# Three steps down into an iridium atom

## The question

An electron deep inside a heavy atom feels nearly the full nuclear charge, yet its energy also depends on every electron outside it. Suppose the levels of iridium metal are known from the outer shells down to one member of the second shell. How closely can the three levels below it be worked out by hand?

Kohn–Sham core-level eigenvalues of fcc iridium, relative to the Fermi energy, from exciting sodium with the PBE functional, the all-electron LAPW+lo method and spin–orbit coupling. The crystal structure was used as given, with a 9 × 9 × 9 k-mesh, rgkmax 9 and Fermi–Dirac smearing of 0.05 eV.

| row | core level (eV) | core element | core shell |
| --- | --- | --- | --- |
| 1 | ? | Ir | 1s1/2 |
| 2 | ? | Ir | 2s1/2 |
| 3 | ? | Ir | 2p1/2 |
| 4 | -11095.6 | Ir | 2p3/2 |
| 5 | -3103.3 | Ir | 3s1/2 |
| 6 | -2852.4 | Ir | 3p1/2 |
| 7 | -2496.0 | Ir | 3p3/2 |
| 8 | -2077.9 | Ir | 3d3/2 |
| 9 | -2000.9 | Ir | 3d5/2 |
| 10 | -658.3 | Ir | 4s1/2 |
| 11 | -552.5 | Ir | 4p1/2 |
| 12 | -468.2 | Ir | 4p3/2 |
| 13 | -295.0 | Ir | 4d3/2 |
| 14 | -279.3 | Ir | 4d5/2 |
| 15 | -92.9 | Ir | 5s1/2 |

The column "core level" is the energy of an electron state relative to the Fermi energy, so a deeper state has a more negative value. "Core shell" gives the shell number n, the letter for the orbital type and the total angular momentum j: 2p3/2 means n = 2, type p, j = 3/2. The list isn't complete: the 4f, 5p, 5d and 6s states are absent. The crystal is iridium throughout; "sodium" in the caption is the name of a program release.

These energies are eigenvalues of a density-functional calculation. They are not the energies needed to knock the electrons out: the functional lets each electron partly repel itself, which makes the deep levels too shallow, and the response of the atom to the hole is left out. Anyone who has to place an X-ray edge of iridium should use measured edge energies. For learning how the levels are built, the eigenvalues serve well.

## Outer electrons shift, inner electrons screen

A spherical shell of charge produces a constant potential inside itself, but no electric field there. The outer electrons of iridium therefore lift all the deep levels by nearly the same amount. Only charge that lies closer to the nucleus than the electron in question weakens the pull on it.

The common lift is large, several thousand eV for the second shell, and hard to estimate well. In the difference between two neighbouring deep levels most of it cancels. The way down is therefore to start from the known 2p3/2 level at −11,095.6 eV and to estimate distances from it, never whole depths.

## First step: from 2p3/2 to 2p1/2

The two 2p levels differ in how the electron's spin is oriented relative to its orbital motion. This spin–orbit splitting depends on the electric field near the nucleus, where the outer shells contribute almost nothing. A single electron around a point charge Z − s should then describe it well, with Z = 77 for iridium and s a small screening number.

For such an electron the Dirac equation has exact solutions. Measured X-ray doublets of many elements are described by s of roughly 3.5 for 2p and 8.5 for 3p; both are recalled values. The 3p pair in the table allows a test: the formula gives a splitting of 353 eV, and the table has 356 eV. The rule is good to about one percent there.

For 2p the estimate runs as follows, with the fine-structure constant α ≈ 1/137.04 and the electron's rest energy mc² = 511,000 eV:

- x = α(Z − s) = 73.5α = 0.5364
- 2p3/2: √(1 − x²/4) = 0.963369
- 2p1/2: √[(1 + √(1 − x²))/2] = 0.960206
- splitting: 511,000 eV × (0.963369 − 0.960206) = 1616 eV

Subtracting this from the known level puts 2p1/2 at **−12,712 ± 50 eV**. The splitting grows roughly as the fourth power of Z − s, so an error of half a unit in s changes it by about three percent. That sets the range.

## Second step: from 2p1/2 to 2s1/2

Around a bare point nucleus, 2s1/2 and 2p1/2 would have the same energy in Dirac's theory. In a real atom the s electron spends more time inside the inner shells, where it is less screened, and so it lies deeper. The table shows this order for n = 3 and n = 4.

The gap itself changes quickly from shell to shell: 3103.3 − 2852.4 = 250.9 eV for n = 3, but only 658.3 − 552.5 = 105.8 eV for n = 4. The square root of the depth is easier to handle, because for a hydrogen-like level it is proportional to the effective charge divided by n. The difference between the roots for s and p1/2 is 2.15 for n = 4 and 2.30 for n = 3, with energies in eV.

Two points allow a straight line to n = 2, but they can't test it. Extending the root difference directly gives a gap of 558 eV. Multiplying it by n first, so that one extends a difference of effective charges, gives 592 eV. With no firm reason to prefer either, I take the midpoint, 575 eV.

This places 2s1/2 at **−13,287 ± 80 eV**. The range contains the uncertainty of the first step, since the gap is measured from the estimated 2p1/2 level. The rest allows for an extrapolation that has not been tested.

## Third step: from 2p3/2 to 1s1/2

The last step is the longest, and the cancellation is less complete. A 1s electron sits well inside the second shell and feels its repulsion more fully than a 2p electron does. The distance between the two levels is therefore shorter than around a bare nucleus. One can describe this by giving both levels the same reduced charge Z − σ.

Simple electrostatics gives a first value of σ. With hydrogen-like orbitals, the electrons of the first two shells repel a 1s electron more than a 2p electron by about 0.78 Z hartree. Without relativity the bare distance is (3/8)Z² hartree, and replacing Z by Z − σ shortens it by about 0.75 Zσ. Equating the two gives σ = 0.78/0.75, or about 1.0.

The true number should be larger. Electrons of the third and higher shells also penetrate a little, and they too repel the 1s electron more than the 2p electron. In addition, the functional lets an electron repel itself to some extent, which should matter most in the compact 1s state. I set σ = 1.4 ± 0.4; the direction is argued, but the size is a judgement.

The 1s level of a point charge has the factor √(1 − x²), now with x = 75.6/137.04. The distance comes out near 65,000 eV, which puts 1s1/2 at **−76,070 ± 800 eV**. The wide range reflects the leverage of σ: a change of 0.1 moves the level by about 200 eV.

## The computed levels

The withheld rows as computed:

| row | core level (eV) | core element | core shell |
| --- | --- | --- | --- |
| 1 | -76017.6 | Ir | 1s1/2 |
| 2 | -13284.3 | Ir | 2s1/2 |
| 3 | -12723.5 | Ir | 2p1/2 |

All three values fall inside their ranges. The estimate for 2p1/2 is 12 eV too shallow, that for 2s1/2 is 2 eV too deep, and that for 1s1/2 is 50 eV too deep. These small misses have different meanings, and only the first reflects a rule that had been tested beforehand.

## What the 2p doublet teaches

The computed 2p splitting is 1628 eV, and the estimate was 0.7 percent too small. The 3p test had erred in the same direction by one percent. With hindsight, that test held a usable correction: scaling the estimate by 356.4/352.9 gives 1632 eV, which is closer.

So the picture of one electron in the field of a slightly screened nucleus works for both shells. It is no test of relativity, because the calculation obtains its core levels from the Dirac equation in the first place. What it does test is the screening: the thousands of eV of repulsion from outside hardly touch the splitting.

## Why 2s came out so close

The near-perfect value for 2s1/2 comes from two errors that cancel. The starting level 2p1/2 was 12 eV too shallow, and the gap added to it was 14 eV too wide. The gap is the fairer measure of the second step: 575 eV estimated against 561 eV computed.

The direct extension of the root difference, with its 558 eV, would have come closer to this gap, though not to the 2s level itself. The computed levels give √13,284 − √12,724 = 2.46, so the sequence from n = 4 inward is 2.15, 2.30, 2.46, in nearly equal steps. This regularity is convenient, but I know of no derivation that demands it, and three points in one metal don't make it a law.

## What the 1s level does and doesn't confirm

The computed distance from 2p3/2 to 1s1/2 corresponds to σ = 1.43, close to the chosen 1.4. That agreement is much better than the argument deserved, since σ was known only to within 0.4. The safer conclusion concerns the electrostatic value: σ near 1.0 alone would have put the level roughly 800 eV too deep.

The excess over 1.0 has the expected sign. How it divides between penetrating outer shells, the functional's self-repulsion and whatever else the electrostatic estimate leaves out, such as relativity and exchange, remains open. A calculation with a functional free of self-repulsion would help to separate them.

## The same steps in a neighbouring metal

In platinum, with one more nuclear charge, the same three steps apply, but the distances grow by different percentages. In these relative terms the 2p splitting rises fastest, roughly as the fourth power of the effective charge. The distance from 2p3/2 to 1s1/2 rises somewhat faster than the square. The gap between 2s1/2 and 2p1/2 should rise most slowly: for a point nucleus in Dirac's theory it exists only through the repulsion between electrons, which grows more slowly with the nuclear charge than the attraction to the nucleus does.

How many eV a hand estimate may miss is a separate matter. The splitting within a doublet depends on the field near the nucleus and needs one well-established screening number. The distance between shells depends on how much repulsion fails to cancel, and there a small error in screening costs hundreds of eV.
